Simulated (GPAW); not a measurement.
Al:

```
CELL_PARAMETERS angstrom
0.00000 2.02481 2.02481
2.02481 0.00000 2.02481
2.02481 2.02481 0.00000
ATOMIC_POSITIONS crystal
Al 0.00000 0.00000 0.00000
```

| Quantity | Value |
| --- | --- |
| Program | GPAW 26.7.0 |
| Task | relaxation of cell and atoms |
| Functional | revPBE |
| Dispersion | D4 |
| Potentials or basis | the program's PAW data sets (release 1.2.1) made for this functional |
| Cutoff | 600 eV |
| Basis | pw |
| k mesh | 11 × 11 × 11 |
| Occupations | fermi-dirac, width 0.05 eV |
| Spin | no spin polarisation |

At the start: pressure -4.5 GPa; volume 16.60 Å³/atom.

Q: Where does the relaxation end?

A: Over 4 steps the energy falls by 13.3 meV/atom and the volume is 15.70 Å³/atom (-5.4 %); space group Fm-3m (No. 225, to 0.05 Å).

The path:
| step | energy change (eV) | largest force (eV/Å) | pressure (GPa) | volume (Å³) |
| --- | --- | --- | --- | --- |
| 1 | 0.0000 | 0.0000 | -4.49 | 16.60 |
| 2 | -0.0077 | 0.0000 | -3.01 | 16.28 |
| 3 | -0.0132 | 0.0000 | 0.22 | 15.66 |
| 4 | -0.0133 | 0.0000 | -0.01 | 15.70 |

Final structure:
```yaml
crystal:
  lattice:
    - [0.00000, 1.98754, 1.98754]
    - [1.98754, 0.00000, 1.98754]
    - [1.98754, 1.98754, 0.00000]
  atoms:
    - { symbol: Al, position: [0.00000, 0.00000, 0.00000] }
```

The cell as given is a measured one (16.60 Å³/atom); revPBE+D4 puts the equilibrium volume -5.4 % from it, thermal expansion not counted.

Caveat: later steps reuse the first step's grids; pairwise dispersion overbinds metals, which lowers pressure and volume.
